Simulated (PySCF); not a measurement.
Identify the unknown among the candidates.

All candidates are C5H6.

* UV, first state: lowest singlet excitation: 5.60 eV (221 nm, f = 0.000) [TDDFT CAM-B3LYP/aug-cc-pVTZ]
* Dipole: 0.53 D [CAM-B3LYP/aug-cc-pVTZ]
* Polarisability: 62.9 au [CAM-B3LYP/aug-cc-pVTZ]
* 1H NMR: chemical shifts (computed TMS as zero) by class: 5.77 (1 H), 5.68 (1 H), 2.78 (1 H), 1.96 (3 H) ppm [GIAO PBE0/pcSseg-2]
* 13C NMR: chemical shifts (computed TMS as zero) by class: 140.6 (1 C), 135.1 (1 C), 91.0 (1 C), 87.5 (1 C), 27.4 (1 C) ppm [GIAO PBE0/pcSseg-2]
* UV, strongest line: among the 10 lowest singlet transitions: S2 at 5.64 eV (220 nm, f = 0.261) [TDDFT CAM-B3LYP/aug-cc-pVTZ]
* Rotational structure: rotational constants A, B, C: 9.455, 4.054, 2.888 GHz [PBE0-D3(BJ)/def2-TZVP]
* Triplet: lowest triplet excitation (Tamm–Dancoff): 3.53 eV [TDA CAM-B3LYP/aug-cc-pVTZ]

Electronic properties: PySCF, gas phase, density fitting. Levels stand in brackets. Isolated species at its PBE0-D3(BJ)/def2-TZVP geometry, gas phase. Each NMR value is the plain mean over a class of atoms that symmetry, rotation or inversion makes alike.

Task: Which candidate is it?
A. `C#CC1CC1`
B. `C1=CCC=C1`
C. `C1=C[C@H]2C[C@@H]12`
D. `C#CC(=C)C`
E. `C#C/C=C/C`

Result: D. It is `C#CC(=C)C`. Numbering: `[CH:1]#[C:2][C:3](=[CH2:4])[CH3:5]`. Its formula, C5H6, gives 3 degrees of unsaturation: 0 rings and 3 π bonds in the structure found. 5 carbons fall into 5 classes; from least to most shielded: fully substituted alkene carbon [C3] (140.6 ppm), terminal =CH2 carbon [C4] (135.1 ppm), alkyne carbon [C2] (91.0 ppm), terminal alkyne carbon [C1] (87.5 ppm), allylic carbon [C5] (27.4 ppm). Hydrogen classes from least to most shielded: 1 H on a terminal =CH2 carbon, C4 (5.77 ppm), 1 H on a terminal =CH2 carbon, C4 (5.68 ppm), 1 H on a terminal alkyne carbon, C1 (2.78 ppm), 3 H on an allylic carbon, C5 (1.96 ppm). The optimised geometry has point group Cs and is an asymmetric top.

The others, at the same levels:
- `C1=CCC=C1` fails: it has 3 carbon classes against 5; its computed 13C shifts are 145.7 (2 C), 144.8 (2 C), 46.9 (1 C) ppm, 1H shifts are 7.01 (2 H), 6.89 (2 H), 3.18 (2 H) ppm and lowest singlet excitation is 5.16 eV (240 nm, f = 0.084) (against 5.60 eV).
- `C1=C[C@H]2C[C@@H]12` fails: it has 3 carbon classes against 5; its computed 13C shifts are 159.5 (2 C), 59.7 (1 C), 20.0 (2 C) ppm, 1H shifts are 6.78 (2 H), 2.19 (1 H), 1.97 (2 H), 1.67 (1 H) ppm and lowest singlet excitation is 5.13 eV (242 nm, f = 0.020) (against 5.60 eV).
- `C#C/C=C/C` fails: its computed 13C shifts are 156.8 (1 C), 120.7 (1 C), 88.6 (1 C), 86.1 (1 C), 22.5 (1 C) ppm, 1H shifts are 6.71 (1 H), 5.82 (1 H), 2.62 (1 H), 1.88 (3 H) ppm and static isotropic polarisability is 65.2 au (against 62.9 au).
- `C#CC1CC1` fails: it has 4 carbon classes against 5; its computed 13C shifts are 95.0 (1 C), 69.8 (1 C), 11.1 (2 C), 1.5 (1 C) ppm, 1H shifts are 1.28 (1 H), 1.16 (1 H), 0.65 (2 H), 0.62 (2 H) ppm and lowest singlet excitation is 6.09 eV (203 nm, f = 0.002) (against 5.60 eV).
